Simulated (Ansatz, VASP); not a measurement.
**Ge3S in VASP and in Ansatz**

The input INCAR:

```
SYSTEM = Ge3S
PREC     = Accurate       ! precision mode
ENCUT    = 520            ! plane-wave cutoff, eV
EDIFF    = 1E-7           ! SCF threshold, eV
ISMEAR   = 0              ! smearing method
SIGMA    = 0.1            ! smearing width, eV
LREAL    = .FALSE.        ! projectors in reciprocal space
LASPH    = .TRUE.         ! aspherical terms in the spheres
NELM     = 80             ! most SCF steps
ALGO     = Normal         ! electronic algorithm
ISIF     = 2              ! what is computed and relaxed
LWAVE    = .FALSE.        ! write WAVECAR
LCHARG   = .FALSE.        ! write CHGCAR
GGA      = PE             ! functional
NBANDS   = 32             ! bands
```

KPOINTS

```
Automatic mesh
0
G
  4 4 4
  0 0 0
```

File POSCAR:

```
Ge3S
1.0
   -2.7468742700      2.7468742700      2.7468742700
    2.7468742700     -2.7468742700      2.7468742700
    2.7468742700      2.7468742700     -2.7468742700
Ge S
3 1
Direct
    0.0000000000      0.5000000000      0.5000000000
    0.5000000000      0.0000000000      0.5000000000
    0.5000000000      0.5000000000      0.0000000000
    0.0000000000      0.0000000000      0.0000000000
```

Input for Ansatz:

```yaml
crystal:
  lattice:
    - [-2.74687427, 2.74687427, 2.74687427]
    - [2.74687427, -2.74687427, 2.74687427]
    - [2.74687427, 2.74687427, -2.74687427]
  atoms:
    - { symbol: Ge, position: [0.0, 0.5, 0.5] }
    - { symbol: Ge, position: [0.5, 0.0, 0.5] }
    - { symbol: Ge, position: [0.5, 0.5, 0.0] }
    - { symbol: S, position: [0.0, 0.0, 0.0] }
basis:
  ecutwfc: 420
kpoints:
  mp_grid: { grid: [4, 4, 4] }
hamiltonian:
  xc: pbe
scf:
  occupations: { method: gaussian, width: 0.1 }
  lower_state_search: "off"
output:
  forces: true
  stress: true
  eigenvalues: true
```

Change from the starting cell: species swapped into the Sb3Au type (Im-3m, No. 229).

Alike in both runs: task single point; functional PBE; k mesh 4 × 4 × 4; occupations gaussian, width 0.1 eV; no spin polarisation.

|  | VASP | Ansatz |
| --- | --- | --- |
| version | VASP 6.6.1 | Ansatz 0.2.0 |
| potentials or method | VASP PAW PBE potentials, release 64 (Ge_d, S) | scalar-relativistic, plane waves, PAW |
| plane-wave cutoff (eV) | 520 | 420 |
| valence electrons in the cell | 48 | 48 |

|  | VASP | Ansatz | Ansatz less VASP |
| --- | --- | --- | --- |
| gap on the k mesh at the Fermi level (eV) | none | none | - |
| pressure (GPa) | -3.7 | -3.7 | +0.01 |

A gap of «none» marks a metal or a gap that the smearing closes. With one functional, cell and mesh, what is left measures potentials, basis and numerics.

Caveats: the k mesh is coarse (spacing up to 0.40 Å⁻¹), so the values aren't converged.
